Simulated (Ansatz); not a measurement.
Ca: pressure and energy above lowest point against volume per atom

Equation of state of a cubic crystal from periodic Kohn-Sham density functional theory without spin; pressure corrected for the finite basis. The results are calculated, by Ansatz 0.2.0 development build.

Cell of the first row (space group Im-3m, No. 229):
```
Ca
1.0
     -2.1477     2.1477     2.1477
      2.1477    -2.1477     2.1477
      2.1477     2.1477    -2.1477
Ca
1
Direct
  0.00000 0.00000 0.00000
```

Settings of every row: formula Ca; structure type bcc; functional PBE; spin treatment none; k mesh 12x12x12; occupation method fermi-dirac; occupation width 0.061225619 eV; wave cutoff 420 eV; datasets soft-1 PAW; density cutoff ratio 4.

Limits: a cubic model structure, not a phase known at ambient conditions; modest k-mesh, values are not fully converged in k.

```csv
row,volume per atom (Å³),pressure (GPa),energy above lowest point (meV/atom)
1,39.627,1.108,8.36
2,40.47,0.708,3.6
3,41.313,0.337,0.86
4,42.156,-0.007,0
5,42.999,-0.326,0.89
6,43.842,?,?
7,44.685,-0.897,7.4
```

Question: what pressure and energy above lowest point should row 6 give?

Worked fit of pressure. Take u = (V_r/V)^(2/3) − 1 with V_r = 41.734 Å³ an atom, which is twice the finite (Eulerian) strain; such expansions in the strain, on which the Birch-Murnaghan equation of state is built, carry the rest volume and the bulk modulus. The shown rows have u = 0.03514, 0.02072, 0.00678, -0.00668, -0.01971, -0.04453. Least squares give pressure = 0.162 + 25.537 × u + 39.44 × u² GPa; a straight line predicts inner rows, each left out in turn, worse (root mean square 0.025 against 0.00013 GPa). All shown rows lie on it to the printed digit. The pressure vanishes at u = -0.0064, or V = 42.14 Å³ an atom, and there the bulk modulus at fixed shape and fractions is B = −V dP/dV = (2/3)(1 + u) dP/du = 16.6 GPa. The withheld row has u = -0.03232, so the fit gives 0.162 + 25.537 × (-0.03232) + 39.44 × (-0.03232)² = -0.622 GPa.

The calculation gave -0.623 GPa. The fit lies 0.001 GPa (0.05 % of the column's range) above it, one unit of the last digit.

Worked fit of energy above lowest point. Take u = (V_r/V)^(2/3) − 1 with V_r = 41.734 Å³ an atom, which is twice the finite (Eulerian) strain; such expansions in the strain, on which the Birch-Murnaghan equation of state is built, carry the rest volume and the bulk modulus. The shown rows have u = 0.03514, 0.02072, 0.00678, -0.00668, -0.01971, -0.04453. Least squares give energy above lowest point = 0.205 + 63.37 × u + 4911.4 × u² − 3148 × u³ meV/atom; a parabola predicts inner rows, each left out in turn, worse (root mean square 0.062 against 0.0033 meV/atom). All shown rows lie on it to the printed digit. Its lowest point lies at u = -0.0064, or V = 42.14 Å³ an atom, and the curvature there gives the bulk modulus at fixed shape and fractions, B = (4/9)(1 + u)² E″(u)/V = 16.6 GPa. The withheld row has u = -0.03232, so the fit gives 0.205 + 63.37 × (-0.03232) + 4911.4 × (-0.03232)² − 3148 × (-0.03232)³ = 3.39 meV/atom.

The calculation gave 3.39 meV/atom. The fit meets it to the printed digit.
